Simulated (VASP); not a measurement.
HgSe:

```
Hg Se
1.0
     0.00000    3.03900    3.03900
     3.03900    0.00000    3.03900
     3.03900    3.03900    0.00000
Hg Se
1 1
Direct
  0.00000 0.00000 0.00000
  0.75000 0.75000 0.75000
```

```yaml
Program: VASP 6.6.1
Task: relaxation of cell and atoms
Functional: rev-vdW-DF2
Potentials_or_basis: VASP PAW PBE potentials, release 64 (Hg, Se)
Cutoff: 600 eV
k_mesh: 8 × 8 × 8
Occupations: fermi-dirac, width 0.05 eV
Spin: no spin polarisation
```

At the start: pressure 3.8 GPa; volume 28.07 Å³/atom.

Task: How do energy, volume and symmetry change on relaxing?

Result: Over 3 steps the energy falls by 22.3 meV/atom and the volume is 30.06 Å³/atom (+7.1 %); space group F-43m (No. 216, to 0.05 Å).

The path:
```tsv
step	energy change (eV)	largest force (eV/Å)	pressure (GPa)	volume (Å³)
1	0.0000	0.0000	3.82	56.13
2	-0.0387	0.0000	-1.17	61.75
3	-0.0446	0.0000	-0.02	60.13
```

Final structure:
```
Hg Se
1.0
     0.00000    3.10945    3.10945
     3.10945    0.00000    3.10945
     3.10945    3.10945    0.00000
Hg Se
1 1
Direct
  0.00000 0.00000 0.00000
  0.75000 0.75000 0.75000
```

Caveat: the PAW data sets were made with another functional, which shifts forces and pressure a little.
